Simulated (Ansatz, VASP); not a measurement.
**TiB2: VASP beside Ansatz**

```
Ti B
1.0
     0.00000    2.54366    2.54366
     2.54366    0.00000    2.54366
     2.54366    2.54366    0.00000
Ti B
1 2
Direct
  0.50000 0.50000 0.50000
  0.25000 0.25000 0.25000
  0.75000 0.75000 0.75000
```

Alike in both runs: functional PBE; k mesh 6 × 6 × 6; occupations gaussian, width 0.1 eV; no spin polarisation.

Ansatz relaxed the structure, and its values are those at the end. VASP's run is a single point on that final structure, the one shown.

```csv
,VASP,Ansatz
version,VASP 6.6.1,Ansatz 0.2.0
potentials or method,"VASP PAW PBE potentials, release 64 (Ti_sv, B)","scalar-relativistic, plane waves, PAW"
plane-wave cutoff (eV),520,420
valence electrons in the cell,18,18
```

Ansatz gave:

```
gap on the k mesh at the Fermi level (eV) : none
pressure (GPa)                            : 0.1
```

Which values does VASP return?

gap on the k mesh at the Fermi level (eV): none; pressure (GPa): 0.0.

A gap of «none» marks a metal or a gap that the smearing closes.
